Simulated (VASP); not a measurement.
Set up this calculation in VASP 6.6.1, as the native input.

```
Task                   : relaxation of cell and atoms
Functional             : PBE
Dispersion             : D3(BJ)
Potentials or basis    : VASP PAW PBE potentials, release 64 (In_d, P)
Cutoff                 : 600 eV
k mesh                 : 8 × 8 × 8
Occupations            : gaussian, width 0.03 eV
Spin                   : no spin polarisation
Further INCAR settings : ALGO = Normal; EDIFF = 1e-07; IBRION = 2; EDIFFG = -0.005; NSW = 90; ISIF = 3
```

The structure of InP lies in POSCAR:

```
InP                                     
1.0
   -0.0000000000      2.9463792092      2.9463792092
    2.9463792092      0.0000000000      2.9463792092
    2.9463792092      2.9463792092      0.0000000000
  In              P             
     1     1
Direct
     0.0000000000000000    0.0000000000000000    0.0000000000000000
     0.2500000000000000    0.2500000000000000    0.2500000000000000
```

One way to write it, as run:

INCAR

```
ALGO = Normal ; EDIFF = 1E-7
EDIFFG = -0.005 ; ENCUT = 600
GGA = PE ; IBRION = 2
ISIF = 3 ; ISMEAR = 0
IVDW = 12 ; LASPH = T
LCHARG = F ; LREAL = F
LWAVE = F ; NELM = 80
NSW = 90 ; PREC = Accurate
SIGMA = 0.03
```

KPOINTS

```
k-points
0
Gamma
  8 8 8
```

Potentials or basis: VASP PAW PBE potentials, release 64 (In_d, P).

Launch:

```bash
$ cat potpaw_PBE.64/In_d/POTCAR potpaw_PBE.64/P/POTCAR > POTCAR
$ mpirun -np 1 vasp_std > vasp.out
```

It gave:

```
Pressure after relaxing    : 0.0 GPa
Band gap on the k mesh     : 0.62 eV, direct
Dispersion energy per atom : -0.308 eV
```

Caveat: the relaxation stopped at its first step, so nothing moved; spin-orbit coupling is left out, which moves the levels of the heavy elements.

Wall time 12 s on 1 thread of Intel(R) Xeon(R) 6975P-C (Granite Rapids), on a shared host, peak memory 0.22 GiB.
